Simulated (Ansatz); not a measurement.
**InP in Ansatz: the effect of functional**

InP:

```
In P
1.0
     0.00000    2.93050    2.93050
     2.93050    0.00000    2.93050
     2.93050    2.93050    0.00000
In P
1 1
Direct
  0.00000 0.00000 0.00000
  0.75000 0.75000 0.75000
```

Alike in all runs:

- Program: Ansatz 0.2.0
- Task: band structure
- Potentials or basis: all-electron LAPW, scalar-relativistic
- Basis error allowed: 0.001 eV/atom
- k mesh: 8 × 8 × 8
- Occupations: fermi-dirac, width 0.05 eV
- Spin: no spin polarisation

One run gave: gap on the mesh 0.48 eV; pressure -1.2 GPa. Which functional did it use?
A. revPBE
B. LDA
C. RPBE
D. BLYP
E. PBE

B.

| functional | cutoff | gap on the mesh (eV) | pressure (GPa) |
| --- | --- | --- | --- |
| LDA | 245 eV (chosen from the basis error) | 0.48 | -1.2 |
| PBE | 245 eV (chosen from the basis error) | 0.71 | 3.3 |
| PBEsol | 245 eV (chosen from the basis error) | 0.61 | 0.6 |
| RPBE | 244 eV (chosen from the basis error) | 0.85 | 5.2 |
| revPBE | 244 eV (chosen from the basis error) | 0.81 | 4.7 |
| BLYP | 245 eV (chosen from the basis error) | 0.60 | 6.7 |

Caveats: spin-orbit coupling is left out, which moves the levels of the heavy elements.

